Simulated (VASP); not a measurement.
# GaSb (rvv) (F-43m) in VASP: notebook

GaSb (rvv) is run at these levels: r2SCAN+rVV10; tasks: single point, relaxation of cell and atoms.

Everything below comes from runs of VASP 6.6.1. Logs are shortened: lines on timing, memory, paths and dates and some standing lists are left out, and cuts for length are marked.

**The experiment to reproduce.**

A printed reference work, data compilation reports, for a bulk crystal of GaSb at 4.2 K: band gap 0.811 eV (direct).

The runs below are set against these values where they give the same quantity.

### 1 The cell of the first run

It takes space group F-43m (No. 216, cubic). Conventional cell: a = 6.105 Å, b = 6.105 Å, c = 6.105 Å, α = 90.00°, β = 90.00°, γ = 90.00°. Within 3.5 Å of Ga (site symmetry -43m) lie 4 Sb at 2.64 Å. Sb (site symmetry -43m) has 4 Ga at 2.64 Å within 3.5 Å.

### 2 Single point, r2SCAN+rVV10

The input, POSCAR:

```
GaSb
1.0
    0.0000000000      3.0523043220      3.0523043220
    3.0523043220      0.0000000000      3.0523043220
    3.0523043220      3.0523043220      0.0000000000
Ga Sb
1 1
Direct
    0.0000000000      0.0000000000      0.0000000000
    0.2500000000      0.2500000000      0.2500000000
```

The input, INCAR.step1:

```
ALGO = Normal
EDIFF = 1E-4
ENCUT = 520
GGA = PE
ISMEAR = 0
LASPH = T
LCHARG = F
LREAL = F
LWAVE = T
NBANDS = 16
NELM = 100
PREC = Accurate
SIGMA = 0.02
```

The input, INCAR.step2:

```
ALGO = Normal
BPARAM = 11.95
CPARAM = 0.0093
EDIFF = 1E-7
ENCUT = 520
ISIF = 2
ISMEAR = 0
ISTART = 1
IVDW_NL = 2
LASPH = T
LCHARG = F
LMIXTAU = T
LREAL = F
LUSE_VDW = T
LWAVE = F
METAGGA = R2SCAN
NBANDS = 16
NELM = 100
PREC = Accurate
SIGMA = 0.02
```

The input, KPOINTS:

```
k-points
0
Gamma
  10 10 10
```

Potentials or basis: VASP PAW PBE potentials, release 64 (Ga_d, Sb).

Run with:

```console
cat potpaw_PBE.64/Ga_d/POTCAR potpaw_PBE.64/Sb/POTCAR > POTCAR
cp INCAR.step1 INCAR
mpirun -np 1 vasp_std > vasp.out
cp INCAR.step2 INCAR
mpirun -np 1 vasp_std > vasp.out
```

OUTCAR:

```text
BPARAM = 11.95
   EDIFF = 1E-7
   ENCUT = 520
   ISIF = 2
   ISMEAR = 0
   ISTART = 1
   IVDW_NL = 2
   LASPH = T
   LREAL = F
   METAGGA = R2SCAN
   NELM = 100
   PREC = Accurate

 ion  position               nearest neighbor table
   1  0.000  0.000  0.000-   2 2.64   2 2.64   2 2.64   2 2.64
   2  0.250  0.250  0.250-   1 2.64   1 2.64   1 2.64   1 2.64

  LATTYP: Found a face centered cubic cell.
 ALAT       =     6.1046086440

  Lattice vectors:

 A1 = (   0.0000000000,   3.0523043220,   3.0523043220)
 A2 = (   3.0523043220,   0.0000000000,   3.0523043220)
 A3 = (   3.0523043220,   3.0523043220,   0.0000000000)

Analysis of symmetry for initial positions (statically):
=====================================================================
 Subroutine PRICEL returns:
 Original cell was already a primitive cell.

 Routine SETGRP: Setting up the symmetry group for a
 face centered cubic supercell.

 Subroutine GETGRP returns: Found 24 space group operations
 (whereof 24 operations were pure point group operations)
 out of a pool of 48 trial point group operations.

The static configuration has the point symmetry T_d .

Analysis of symmetry for dynamics (positions and initial velocities):
=====================================================================
 Subroutine PRICEL returns:
 Original cell was already a primitive cell.

 Routine SETGRP: Setting up the symmetry group for a
 face centered cubic supercell.

 Subroutine GETGRP returns: Found 24 space group operations
 (whereof 24 operations were pure point group operations)
 out of a pool of 48 trial point group operations.

The dynamic configuration has the point symmetry T_d .

 Subroutine INISYM returns: Found 24 space group operations
 (whereof 24 operations are pure point group operations),
 and found     1 'primitive' translations

----------------------------------------------------------------------------------------

                                     Primitive cell

  volume of cell :      56.8740

  direct lattice vectors                    reciprocal lattice vectors
     0.000000000  3.052304322  3.052304322    -0.163810665  0.163810665  0.163810665
     3.052304322  0.000000000  3.052304322     0.163810665 -0.163810665  0.163810665
     3.052304322  3.052304322  0.000000000     0.163810665  0.163810665 -0.163810665

  length of vectors
     4.316610169  4.316610169  4.316610169     0.283728394  0.283728394  0.283728394

  position of ions in fractional coordinates (direct lattice)
     0.000000000  0.000000000  0.000000000
     0.250000000  0.250000000  0.250000000

  ion indices of the primitive-cell ions
   primitive index   ion index
                 1           1
                 2           2

----------------------------------------------------------------------------------------

 KPOINTS: k-points

Automatic generation of k-mesh.
 Grid dimensions read from file:
 generate k-points for:   10   10   10

 Generating k-lattice:

  Cartesian coordinates                     Fractional coordinates (reciprocal lattice)
    -0.016381066  0.016381066  0.016381066     0.100000000  0.000000000  0.000000000
     0.016381066 -0.016381066  0.016381066     0.000000000  0.100000000  0.000000000
     0.016381066  0.016381066 -0.016381066     0.000000000  0.000000000  0.100000000

  Length of vectors
     0.028372839  0.028372839  0.028372839

  Shift w.r.t. Gamma in fractional coordinates (k-lattice)
     0.000000000  0.000000000  0.000000000

 Subroutine IBZKPT returns following result:
 ===========================================

 Found     47 irreducible k-points:

 Following reciprocal coordinates:
            Coordinates               Weight
  0.000000  0.000000  0.000000      1.000000
  0.100000  0.000000  0.000000      8.000000
  0.200000  0.000000  0.000000      8.000000
  0.300000  0.000000  0.000000      8.000000
  0.400000  0.000000  0.000000      8.000000
  0.500000  0.000000  0.000000      4.000000
[... 16 lines left out ...]
  0.300000  0.300000  0.000000      6.000000
  0.400000  0.300000  0.000000     24.000000
 [... further k-points ...]
   k-points           NKPTS =     47   k-points in BZ     NKDIM =     47   number of bands    NBANDS=     16
   number of dos      NEDOS =    301   number of ions     NIONS =      2
   total plane-waves  NPLWV =  32768
   dimension x,y,z NGX =    32 NGY =   32 NGZ =   32
   dimension x,y,z NGXF=    64 NGYF=   64 NGZF=   64
   ions per type =               1   1
   NGX,Y,Z   is equivalent  to a cutoff of  12.32, 12.32, 12.32 a.u.
   NGXF,Y,Z  is equivalent  to a cutoff of  24.65, 24.65, 24.65 a.u.
 SYSTEM =  unknown system
   PREC   = accura    normal or accurate (medium, high low for compatibility)
   ISTART =      1    job   : 0-new  1-cont  2-samecut
   ICHARG =      0    charge: 1-file 2-atom 10-const
   ISPIN  =      1    spin polarized calculation?
   LNONCOLLINEAR =      F non collinear calculations
   LSORBIT =      F    spin-orbit coupling
   LASPH  =      T    aspherical Exc in radial PAW
   ENCUT  =  520.0 eV  38.22 Ry    6.18 a.u.   8.03  8.03  8.03*2*pi/ulx,y,z
   NELM   =    100;   NELMIN=  2; NELMDL=  0     # of ELM steps
   EDIFF  = 0.1E-06   stopping-criterion for ELM
   LREAL  =      F    real-space projection
   EDIFFG = 0.1E-05   stopping-criterion for IOM
   NSW    =      0    number of steps for IOM
   IBRION =     -1    ionic relax: 0-MD 1-quasi-New 2-CG
   NFREE  =      0    steps in history (QN), initial steepest desc. (CG)
   ISIF   =      2    stress and relaxation
   ISYM   =      2    0-nonsym 1-usesym 2-fastsym
   POTIM  = 0.5000    time-step for ionic-motion
   TEBEG  =    0.0;   TEEND  =   0.0 temperature during run
   PSTRESS=    0.0 pullay stress
   NELECT =      18.0000    total number of electrons
   NUPDOWN=      -1.0000    fix difference up-down
   EMIN   =  10.00;   EMAX   =-10.00  energy-range for DOS
   EFERMI =   0.00;   METHOD = LEGACY
   ISMEAR =     0;   SIGMA  =   0.02  broadening in eV -4-tet -1-fermi 0-gaus
   EFERMI_NEDOS =   21; number of points for ismear=-14 and -15
   IALGO  =     38    algorithm
   IMIX   =      4    mixing-type and parameters
     AMIX     =   0.40;   BMIX     =  1.00
     AMIX_MAG =   1.60;   BMIX_MAG =  1.00
  volume/ion in A,a.u.               =      28.44       191.90
  Fermi-wavevector in a.u.,A,eV,Ry     =   1.115650  2.108272 16.934820  1.244674
  Thomas-Fermi vector in A             =   2.252256
   LORBIT       =      0    0 simple, 1 ext, 2 COOP (PROOUT), +10 PAW based schemes
   METAGGA = R2SCAN    functional components
   LHFCALC =     F    Hartree Fock is set to
   AEXX    =    0.0000 exact exchange contribution
   IVDW_NL    =     2    kernel type
   BPARAM     =11.9500
   IVDW    =     0    specifies the selected vdW correction
   LEPSILON=     F    determine dielectric tensor
   LRPA    =     F    only Hartree local field effects (RPA)
 non-spin polarized calculation
 Gauss-broadening in eV      SIGMA  =   0.02
  energy-cutoff  :      520.00
  volume of cell :       56.87
 maximum number of plane-waves:      1550
   NGX = 17   NGY = 17   NGZ = 17

 number of electron      17.9999985 magnetization

 Free energy of the ion-electron system (eV)
  ---------------------------------------------------
  ext. energy  EPLUGINS =         0.00000000
  ---------------------------------------------------
  free energy    TOTEN  =       -36.98331040 eV

  energy without entropy =      -36.98331040  energy(sigma->0) =      -36.98331040

 E-fermi :   4.8871     XC(G=0):  -9.8125

 val. band max:        4.7430428769   @ k =   0.0000   0.0000   0.0000
 cond. band min:       5.2408974520   @ k =   0.0000   0.0000   0.0000
 fundamental gap:      0.4978545751
 Fermi energy:         4.8871161819

 k-point     1 :       0.0000    0.0000    0.0000
  band No.  band energies     occupation
      1     -10.7539      2.00000
      2     -10.7539      2.00000
      3     -10.7539      2.00000
      4     -10.6957      2.00000
      5     -10.6957      2.00000
      6      -7.2452      2.00000
[... 8 lines left out ...]
     15      13.7562      0.00000
     16      13.7562      0.00000

 k-point     2 :       0.1000    0.0000    0.0000
  band No.  band energies     occupation
      1     -10.7570      2.00000
      2     -10.7526      2.00000
      3     -10.7525      2.00000
      4     -10.6958      2.00000
      5     -10.6958      2.00000
      6      -7.1355      2.00000
[... 8 lines left out ...]
     15      13.1185      0.00000
     16      13.1185      0.00000

 k-point     3 :       0.2000    0.0000    0.0000
  band No.  band energies     occupation
      1     -10.7649      2.00000
      2     -10.7492      2.00000
      3     -10.7492      2.00000
      4     -10.6960      2.00000
      5     -10.6960      2.00000
      6      -6.8159      2.00000
[... 8 lines left out ...]
     15      12.6788      0.00000
     16      12.6788      0.00000

 k-point     4 :       0.3000    0.0000    0.0000
  band No.  band energies     occupation
      1     -10.7744      2.00000
      2     -10.7454      2.00000
      3     -10.7454      2.00000
      4     -10.6960      2.00000
      5     -10.6960      2.00000
      6      -6.3251      2.00000
[... 8 lines left out ...]
     15      13.0094      0.00000
     16      13.0094      0.00000
[... 324 lines left out ...]
 k-point    22 :      -0.2000    0.2000    0.0000
  band No.  band energies     occupation
      1     -10.7782      2.00000
      2     -10.7439      2.00000
      3     -10.7418      2.00000
      4     -10.6977      2.00000
      5     -10.6956      2.00000
      6      -6.1510      2.00000
[... 8 lines left out ...]
     15      14.1383      0.00000
     16      14.6568      0.00000

 k-point    23 :       0.3000    0.3000    0.0000
  band No.  band energies     occupation
      1     -10.7881      2.00000
      2     -10.7360      2.00000
      3     -10.7360      2.00000
      4     -10.7038      2.00000
      5     -10.6925      2.00000
      6      -5.9822      2.00000
[... 8 lines left out ...]
     15      14.9821      0.00000
     16      15.3667      0.00000

 k-point    24 :       0.4000    0.3000    0.0000
  band No.  band energies     occupation
      1     -10.7938      2.00000
      2     -10.7331      2.00000
      3     -10.7326      2.00000
      4     -10.7050      2.00000
      5     -10.6922      2.00000
      6      -5.5227      2.00000
[... 8 lines left out ...]
     15      15.6213      0.00000
     16      15.8134      0.00000

 [... further k-points ...]

------------------------ aborting loop because EDIFF is reached ----------------------------------------

  FORCE on cell =-STRESS in cart. coord.  units (eV):
  Direction    XX          YY          ZZ          XY          YZ          ZX
  --------------------------------------------------------------------------------------
  -------------------------------------------------------------------------------------
  Total        0.0745402      0.0745402      0.0745402      0.0000000      0.0000000      0.0000000
  in kB        2.0998475      2.0998475      2.0998475      0.0000000      0.0000000      0.0000000
  external PRESSURE =       2.0998475 kB  Pullay stress =       0.0000000 kB

 VOLUME and BASIS-vectors are now :
 -----------------------------------------------------------------------------
  energy-cutoff  :      520.00
  volume of cell :       56.87
      direct lattice vectors                 reciprocal lattice vectors
     0.000000000  3.052304322  3.052304322    -0.163810665  0.163810665  0.163810665
     3.052304322  0.000000000  3.052304322     0.163810665 -0.163810665  0.163810665
     3.052304322  3.052304322  0.000000000     0.163810665  0.163810665 -0.163810665

 POSITION                                       TOTAL-FORCE (eV/Angst)
 -----------------------------------------------------------------------------------
      0.00000      0.00000      0.00000         0.000000      0.000000      0.000000
      1.52615      1.52615      1.52615        -0.000000     -0.000000     -0.000000
 -----------------------------------------------------------------------------------
    total drift:                               -0.000002     -0.000002     -0.000002

  FREE ENERGIE OF THE ION-ELECTRON SYSTEM (eV)
  ---------------------------------------------------
  free  energy   TOTEN  =       -36.9833103959 eV

  energy  without entropy=      -36.9833103959  energy(sigma->0) =      -36.98331040
```

Wall time 75 s (1 thread of Intel Xeon 6975P-C (Granite Rapids), shared host); peak memory 0.34 GiB.

What came out:

| Item | Value |
| --- | --- |
| Free energy | -36.9833 eV |
| Pressure | 0.2 GPa |
| Band gap on the k mesh | 0.50 eV, direct |

Levels at points of the mesh, in eV from the valence-band top:
```tsv
k point	band 6	band 7	band 8	band 9	band 10	band 11	band 12	band 13
(0.00, 0.00, 0.00)	-11.99	0.00	0.00	0.00	0.50	2.96	2.96	2.96
(0.50, 0.00, 0.00)	-10.24	-6.63	-1.23	-1.23	0.67	3.99	3.99	6.82
(0.50, 0.50, 0.00)	-9.34	-7.09	-2.73	-2.73	1.07	1.41	9.31	9.31
```

Caveat: the PAW data sets were made with another functional, which shifts forces and pressure a little; spin-orbit coupling is left out, which moves the levels of the heavy elements.

(Continued in part 2 of 2.)
